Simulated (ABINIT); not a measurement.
Set up this calculation in ABINIT 10.8.3 (patched build), as the native input.

```yaml
Task: band structure
Functional: PBE
Potentials_or_basis: JTH PAW PBE v2.0
Cutoff: 517 eV
k_mesh: 7 × 7 × 7
Occupations: fermi-dirac, width 0.05 eV
Spin: no spin polarisation
Fine-grid_cutoff: 1034.03 eV
```

The system is MgTe.

```xyz
2
Lattice="0.0000 3.2320 3.2320 3.2320 0.0000 3.2320 3.2320 3.2320 0.0000" Properties=species:S:1:pos:R:3 pbc="T T T"
Te    1.6160    1.6160    1.6160
Mg    0.0000    0.0000    0.0000
```

The cell comes from a database or a generator and needn't be the stable form of this composition.

One way to write it, as run:

run.abi

```
ndtset 2

pp_dirpath "./"
pseudos "Te.GGA_PBE-JTH.xml, Mg.GGA_PBE-JTH.xml"

acell 8.6374403057 8.6374403057 8.6374403057
rprim
     0.0000000000     0.7071067812     0.7071067812
     0.7071067812     0.0000000000     0.7071067812
     0.7071067812     0.7071067812     0.0000000000
ntypat 2
znucl 52 12
natom 2
typat 1 2
xred
     0.2500000000     0.2500000000     0.2500000000
     0.0000000000     0.0000000000     0.0000000000

ecut 19.0
pawecutdg 38.0
pawxcdev 0

ixc 11

occopt 3
tsmear 0.05 eV

nstep 100

iomode 3
prtwf 0
prteig 0
prtebands 0
enunit 1
prtden1 1
prtvha1 1
prtvclmb1 1
prtpot1 1

kptopt1 1
ngkpt1 7 7 7
nshiftk1 1
shiftk1 0.0 0.0 0.0
nband1 12
tolvrs1 1.0e-9

iscf2 -2
getden2 1
nband2 18
nbdbuf2 4
tolwfr2 1.0e-11
kptopt2 -9
ndivsm2 6
prteig2 1
kptbounds2
     0.0000000000     0.0000000000     0.0000000000
     0.5000000000     0.0000000000     0.5000000000
     0.5000000000     0.2500000000     0.7500000000
     0.3750000000     0.3750000000     0.7500000000
     0.0000000000     0.0000000000     0.0000000000
     0.5000000000     0.5000000000     0.5000000000
     0.6250000000     0.2500000000     0.6250000000
     0.5000000000     0.2500000000     0.7500000000
     0.5000000000     0.5000000000     0.5000000000
     0.3750000000     0.3750000000     0.7500000000
```

Potentials or basis: JTH PAW PBE v2.0.

Command:

```console
$ abinit run.abi > log 2>&1
```

It gave:

- Pressure: 0.6 GPa
- Band gap on the k mesh: 2.42 eV, direct
- Band gap along the path: 2.42 eV, direct
- Valence electrons inside the program's atomic spheres: Te 3.21; Mg 8.20

Caveat: spin-orbit coupling is left out, which moves the levels of the heavy elements.

Run time: 77 s on 1 thread of Arm Neoverse V1, with other jobs on the host, peak memory 0.16 GiB.
